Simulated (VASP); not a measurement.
Runs of VASP 6.6.1 on ZnS. Symmetry: F-43m, No. 216, cubic system. Conventional cell: a = 5.361 Å, b = 5.361 Å, c = 5.361 Å, α = 90.00°, β = 90.00°, γ = 90.00°. Around Zn (site symmetry -43m) lie 4 S at 2.32 Å. S (site symmetry -43m) is surrounded by 4 Zn at 2.32 Å. 

```csv
task,level,potentials or basis,cell,cutoff (eV),gap on the mesh (eV),pressure (GPa)
band structure,LDA,"VASP PAW LDA potentials, release 64 (Zn, S)","F-43m, 19.26 Å³/atom",520,(b),(a)
band structure,PBEsol,"VASP PAW PBE potentials, release 64 (Zn, S)","F-43m, 19.26 Å³/atom",520,2.08,0.0
relaxation of cell and atoms,PBEsol,"VASP PAW PBE potentials, release 64 (Zn, S)",relaxed,600,2.08,0.0
band structure,TB-mBJ,"VASP PAW PBE potentials, release 64 (Zn, S)","F-43m, 19.26 Å³/atom",520,3.79,-
band structure,r2SCAN,"VASP PAW PBE potentials, release 64 (Zn, S)","F-43m, 19.26 Å³/atom",520,2.79,1.3
```

Alike in all rows: no spin polarisation; k mesh 10 × 10 × 10; smearing gaussian 0.03 eV.

Question: Estimate the missing entries.

Answer: (a) -2.6; (b) 2.00.

Caveats: the PAW data sets were made with another functional, which shifts forces and pressure a little (some runs).

